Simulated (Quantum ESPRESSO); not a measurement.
A calculation with Quantum ESPRESSO 7.5 of Tl (ASE script, Cartesian positions):

File run.py:

```python
import numpy as np
from ase.calculators.espresso import Espresso, EspressoProfile
from ase.io import read

atoms = read('Tl.xyz')

input_data = {
    'control': {'calculation': 'scf', 'prefix': 'pwscf', 'outdir': './tmp', 'tprnfor': True, 'tstress': True, 'disk_io': 'nowf'},
    'system': {'ecutwfc': 55.0, 'ecutrho': 440.0, 'nbnd': 12, 'occupations': 'smearing', 'smearing': 'fd', 'degauss': 0.00367493},
    'electrons': {'conv_thr': 2e-10, 'electron_maxstep': 120, 'mixing_beta': 0.5},
}
pseudopotentials = {'Tl': 'Tl_pbe_v1.2.uspp.F.UPF'}
profile = EspressoProfile(command='pw.x', pseudo_dir='pseudo')
dft = Espresso(profile=profile, input_data=input_data, pseudopotentials=pseudopotentials, kpts=(9, 9, 10), koffset=(0, 0, 0))
atoms.calc = dft

print(f'energy {atoms.get_potential_energy():.8f} eV')
print('forces (eV/A)')
print(np.round(atoms.get_forces(), 6))
print('stress (eV/A^3, Voigt)')
print(np.round(atoms.get_stress(), 8))
print(f'Fermi level {dft.get_fermi_level():.4f} eV')
```

File Tl.xyz:

```xyz
1
Lattice="-0.1778653400 2.3920920300 2.5344682900 2.4197446100 -0.1143066300 2.4709095800 2.3617700700 2.2705587700 -0.0563320900" Properties=species:S:1:pos:R:3 pbc="T T T"
Tl     0.0000000000      0.0000000000      0.0000000000
```

Potentials or basis: SSSP 1.3 efficiency PBE.

Launch:

```console
$ OMP_NUM_THREADS=1 python run.py
```

This isn't the form of Tl at room conditions, which is hcp.

**Question.** Write the same calculation in another form: native input, structure typed inline.

**Answer.** As run:

File pw.in:

```
&CONTROL
  calculation = 'scf'
  prefix = 'pwscf'
  outdir = './tmp'
  pseudo_dir = './pseudo'
  tprnfor = .true.
  tstress = .true.
  disk_io = 'nowf'
/
&SYSTEM
  ibrav = 0
  nat = 1
  ntyp = 1
  ecutwfc = 55
  ecutrho = 440
  nbnd = 12
  occupations = 'smearing'
  smearing = 'fd'
  degauss = 0.00367493
/
&ELECTRONS
  conv_thr = 2d-10
  electron_maxstep = 120
  mixing_beta = 0.5
/
ATOMIC_SPECIES
Tl   204.3800 Tl_pbe_v1.2.uspp.F.UPF
CELL_PARAMETERS angstrom
  -0.1778653400    2.3920920300    2.5344682900
   2.4197446100   -0.1143066300    2.4709095800
   2.3617700700    2.2705587700   -0.0563320900
ATOMIC_POSITIONS crystal
Tl     0.0000000000    0.0000000000    0.0000000000
K_POINTS automatic
9 9 10 0 0 0
```

Potentials or basis: SSSP 1.3 efficiency PBE.

The run is started by

```sh
$ OMP_NUM_THREADS=1 pw.x -in pw.in > pw.out
```

Both were run:

|  | ASE script, Cartesian positions | native input, structure typed inline |
| --- | --- | --- |
| Pressure | 1.1 GPa | 1.1 GPa |
| Band gap on the k mesh | none (metal or under the smearing width) | none (metal or under the smearing width) |

Keys that steer only the numerical path or the files written may differ.
